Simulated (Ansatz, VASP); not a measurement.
One calculation of Sb, two programs

```
Sb
1.0
    -1.87134    1.87134    1.87134
     1.87134   -1.87134    1.87134
     1.87134    1.87134   -1.87134
Sb
1
Direct
  0.00000 0.00000 0.00000
```

This isn't the form of Sb at room conditions, which is rhombohedral.

Alike in both runs: task single point; functional r2SCAN; k mesh 20 × 20 × 20; occupations gaussian, width 0.15 eV; no spin polarisation.

|  | VASP | Ansatz |
| --- | --- | --- |
| version | VASP 6.6.1 | Ansatz 0.2.0 |
| potentials or method | VASP PAW PBE potentials, release 64 (Sb) | scalar-relativistic, plane waves, PAW |
| plane-wave cutoff (eV) | 520 | 500 |
| valence electrons in the cell | 5 | 15 |

Ansatz gave:

```
gap on the k mesh at the Fermi level (eV) : none
pressure (GPa)                            : 1.8
```

**Question.** What did VASP give for the same quantities?

**Answer.** gap on the k mesh at the Fermi level (eV): none; pressure (GPa): 1.7.

A gap of «none» marks a metal or a gap that the smearing closes. The two sets of potentials don't hold the same shells in valence.

Caveats: the PAW data sets were made with another functional, which shifts forces and pressure a little (VASP). The runs have no spin-orbit coupling, so splittings on Sb are missing.
